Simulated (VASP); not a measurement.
# Na in VASP: single point with LDA

Aim: the single point of Na with LDA.

Everything below comes from runs of VASP 6.6.1. Logs are shortened: lines on timing, memory, paths and dates and some standing lists are left out, and cuts for length are marked.

## 1. The structure

The cell holds a molecule_in_box, 1 atom: a = 14.000 Å, b = 14.500 Å, c = 15.000 Å, α = 90.00°, β = 90.00°, γ = 90.00°.

## 2. Single point, LDA, collinear spin, ferromagnetic start

INCAR

```
SYSTEM = Na
  ALGO = Normal
  AMIX = 0.2
  AMIX_MAG = 0.8
  BMIX = 1E-4
  BMIX_MAG = 1E-4
  EDIFF = 1E-6
  ENCUT = 450
  GGA = CA
  ISIF = 2
  ISMEAR = 0
  ISPIN = 2
  ISYM = 0
  LASPH = .TRUE.
  LCHARG = .FALSE.
  LORBIT = 11
  LREAL = .FALSE.
  LWAVE = .FALSE.
  MAGMOM = 1
  NELM = 200
  PREC = Accurate
  SIGMA = 0.005
```

KPOINTS

```
k-points
0
G
  1 1 1
  0 0 0
```

POSCAR

```
Na
1.0
   14.0000000000      0.0000000000      0.0000000000
    0.0000000000     14.5000000000      0.0000000000
    0.0000000000      0.0000000000     15.0000000000
Na
1
Direct
    0.5000000000      0.5000000000      0.5000000000
```

Potentials or basis: VASP PAW LDA potentials, release 64 (Na_pv).

Launch:

```console
$ cat potpaw_LDA.64/Na_pv/POTCAR > POTCAR
$ mpirun -np 2 vasp_gam > vasp.out
```

OUTCAR:

```text
SYSTEM = Na
   AMIX = 0.2
   AMIX_MAG = 0.8
   EDIFF = 1E-6
   ENCUT = 450
   GGA = CA
   ISIF = 2
   ISMEAR = 0
   ISPIN = 2
   ISYM = 0
   LASPH = .TRUE.
   LORBIT = 11
   LREAL = .FALSE.
   NELM = 200
   PREC = Accurate

 ion  position               nearest neighbor table
   1  0.500  0.500  0.500-

IMPORTANT INFORMATION: All symmetrisations will be switched off!
NOSYMM: (Re-)initialisation of all symmetry stuff for point group C_1.

----------------------------------------------------------------------------------------

                                     Primitive cell

  volume of cell :    3045.0000

  direct lattice vectors                    reciprocal lattice vectors
    14.000000000  0.000000000  0.000000000     0.071428571  0.000000000  0.000000000
     0.000000000 14.500000000  0.000000000     0.000000000  0.068965517  0.000000000
     0.000000000  0.000000000 15.000000000     0.000000000  0.000000000  0.066666667

  length of vectors
    14.000000000 14.500000000 15.000000000     0.071428571  0.068965517  0.066666667

  position of ions in fractional coordinates (direct lattice)
     0.500000000  0.500000000  0.500000000

  ion indices of the primitive-cell ions
   primitive index   ion index
                 1           1

----------------------------------------------------------------------------------------

 KPOINTS: k-points

Automatic generation of k-mesh.
 Grid dimensions read from file:
 generate k-points for:    1    1    1

 Generating k-lattice:

  Cartesian coordinates                     Fractional coordinates (reciprocal lattice)
     0.071428571  0.000000000  0.000000000     1.000000000  0.000000000  0.000000000
     0.000000000  0.068965517  0.000000000     0.000000000  1.000000000  0.000000000
     0.000000000  0.000000000  0.066666667     0.000000000  0.000000000  1.000000000

  Length of vectors
     0.071428571  0.068965517  0.066666667

  Shift w.r.t. Gamma in fractional coordinates (k-lattice)
     0.000000000  0.000000000  0.000000000

 Subroutine IBZKPT returns following result:
 ===========================================

 Found      1 irreducible k-points:

 Following reciprocal coordinates:
            Coordinates               Weight
  0.000000  0.000000  0.000000      1.000000
   k-points           NKPTS =      1   k-points in BZ     NKDIM =      1   number of bands    NBANDS=      8
   number of dos      NEDOS =    301   number of ions     NIONS =      1
   total plane-waves  NPLWV = ******
   dimension x,y,z NGX =    98 NGY =  100 NGZ =  108
   dimension x,y,z NGXF=   196 NGYF=  200 NGZF=  216
   ions per type =               1
   NGX,Y,Z   is equivalent  to a cutoff of  11.64, 11.47, 11.97 a.u.
   NGXF,Y,Z  is equivalent  to a cutoff of  23.27, 22.93, 23.94 a.u.
 SYSTEM =  Na
   PREC   = accura    normal or accurate (medium, high low for compatibility)
   ISTART =      0    job   : 0-new  1-cont  2-samecut
   ICHARG =      2    charge: 1-file 2-atom 10-const
   ISPIN  =      2    spin polarized calculation?
   LNONCOLLINEAR =      F non collinear calculations
   LSORBIT =      F    spin-orbit coupling
   LASPH  =      T    aspherical Exc in radial PAW
   ENCUT  =  450.0 eV  33.07 Ry    5.75 a.u.  24.22 25.08 25.95*2*pi/ulx,y,z
   NELM   =    200;   NELMIN=  2; NELMDL= -5     # of ELM steps
   EDIFF  = 0.1E-05   stopping-criterion for ELM
   LREAL  =      F    real-space projection
   EDIFFG = 0.1E-04   stopping-criterion for IOM
   NSW    =      0    number of steps for IOM
   IBRION =     -1    ionic relax: 0-MD 1-quasi-New 2-CG
   NFREE  =      0    steps in history (QN), initial steepest desc. (CG)
   ISIF   =      2    stress and relaxation
   ISYM   =      0    0-nonsym 1-usesym 2-fastsym
   POTIM  = 0.5000    time-step for ionic-motion
   TEBEG  =    0.0;   TEEND  =   0.0 temperature during run
   PSTRESS=    0.0 pullay stress
   NELECT =       7.0000    total number of electrons
   NUPDOWN=      -1.0000    fix difference up-down
   EMIN   =  10.00;   EMAX   =-10.00  energy-range for DOS
   EFERMI =   0.00;   METHOD = LEGACY
   ISMEAR =     0;   SIGMA  =   0.01  broadening in eV -4-tet -1-fermi 0-gaus
   EFERMI_NEDOS =   21; number of points for ismear=-14 and -15
   IALGO  =     38    algorithm
   IMIX   =      4    mixing-type and parameters
     AMIX     =   0.20;   BMIX     =  0.00
     AMIX_MAG =   0.80;   BMIX_MAG =  0.00
  volume/ion in A,a.u.               =    3045.00     20548.67
  Fermi-wavevector in a.u.,A,eV,Ry     =   0.216062  0.408298  0.635158  0.046683
  Thomas-Fermi vector in A             =   0.991158
   LORBIT       =     11    0 simple, 1 ext, 2 COOP (PROOUT), +10 PAW based schemes
   GGA     = CA    functional components
   LHFCALC =     F    Hartree Fock is set to
   AEXX    =    0.0000 exact exchange contribution
   IVDW    =     0    specifies the selected vdW correction
   LEPSILON=     F    determine dielectric tensor
   LRPA    =     F    only Hartree local field effects (RPA)
 spin polarized calculation
 Gauss-broadening in eV      SIGMA  =   0.01
  energy-cutoff  :      450.00
  volume of cell :     3045.00
 maximum number of plane-waves:     33027
 NGX is ok and might be reduce to    98
   NGX = 49   NGY = 51   NGZ = 51

 number of electron       6.9999992 magnetization       1.0000000

 Free energy of the ion-electron system (eV)
  ---------------------------------------------------
  ext. energy  EPLUGINS =         0.00000000
  ---------------------------------------------------
  free energy    TOTEN  =        -0.19840351 eV

  energy without entropy =       -0.19840351  energy(sigma->0) =       -0.19840351

 E-fermi :  -2.9972     XC(G=0):  -0.4605

 val. band max:       -3.0284034039   @ k =   0.0000   0.0000   0.0000
 cond. band min:      -2.0225951333   @ k =   0.0000   0.0000   0.0000
 fundamental gap:      1.0058082706
 Fermi energy:        -2.9971974071

 spin component 1

 k-point     1 :       0.0000    0.0000    0.0000
  band No.  band energies     occupation
      1     -28.6699      1.00000
      2     -28.6699      1.00000
      3     -28.6699      1.00000
      4      -3.0284      1.00000
      5      -0.8619      0.00000
      6      -0.8586      0.00000
      7      -0.8542      0.00000
      8      -0.1690      0.00000
 Fermi energy:        -2.9971974071

 spin component 2

 k-point     1 :       0.0000    0.0000    0.0000
  band No.  band energies     occupation
      1     -28.5984      1.00000
      2     -28.5984      1.00000
      3     -28.5984      1.00000
      4      -2.0226      0.00000
      5      -0.2115      0.00000
      6      -0.2001      0.00000
      7      -0.1864      0.00000
      8      -0.0758      0.00000

------------------------ aborting loop because EDIFF is reached ----------------------------------------

  FORCE on cell =-STRESS in cart. coord.  units (eV):
  Direction    XX          YY          ZZ          XY          YZ          ZX
  --------------------------------------------------------------------------------------
  -------------------------------------------------------------------------------------
  Total       -0.0286798     -0.0264877     -0.0271199      0.0000001     -0.0000004     -0.0000002
  in kB       -0.0150904     -0.0139369     -0.0142696      0.0000000     -0.0000002     -0.0000001
  external PRESSURE =      -0.0144323 kB  Pullay stress =       0.0000000 kB

 VOLUME and BASIS-vectors are now :
 -----------------------------------------------------------------------------
  energy-cutoff  :      450.00
  volume of cell :     3045.00
      direct lattice vectors                 reciprocal lattice vectors
    14.000000000  0.000000000  0.000000000     0.071428571  0.000000000  0.000000000
     0.000000000 14.500000000  0.000000000     0.000000000  0.068965517  0.000000000
     0.000000000  0.000000000 15.000000000     0.000000000  0.000000000  0.066666667

 POSITION                                       TOTAL-FORCE (eV/Angst)
 -----------------------------------------------------------------------------------
      7.00000      7.25000      7.50000        -0.000001     -0.000007      0.000003
 -----------------------------------------------------------------------------------
    total drift:                               -0.000001     -0.000007      0.000003

  FREE ENERGIE OF THE ION-ELECTRON SYSTEM (eV)
  ---------------------------------------------------
  free  energy   TOTEN  =        -0.1984035057 eV

  energy  without entropy=       -0.1984035057  energy(sigma->0) =       -0.19840351

 total charge

# of ion       s       p       d       tot
------------------------------------------
    1        0.120   5.939   0.000   6.059

 magnetization (x)

# of ion       s       p       d       tot
------------------------------------------
    1        0.120  -0.002   0.000   0.117
```

Run time: 26 s. Hardware: 2 MPI ranks of AMD EPYC 9R45 (Zen 5), shared host; peak memory 0.77 GiB.

Results:

* Free energy: -0.1984 eV
* Gap between the frontier levels: 1.01 eV
* Net moment: 1.00 μB per cell
* Site moments: Na +0.12 μB
* Valence electrons inside the program's atomic spheres: Na 6.06

As with any semilocal functional, this LDA gap is likely too small.
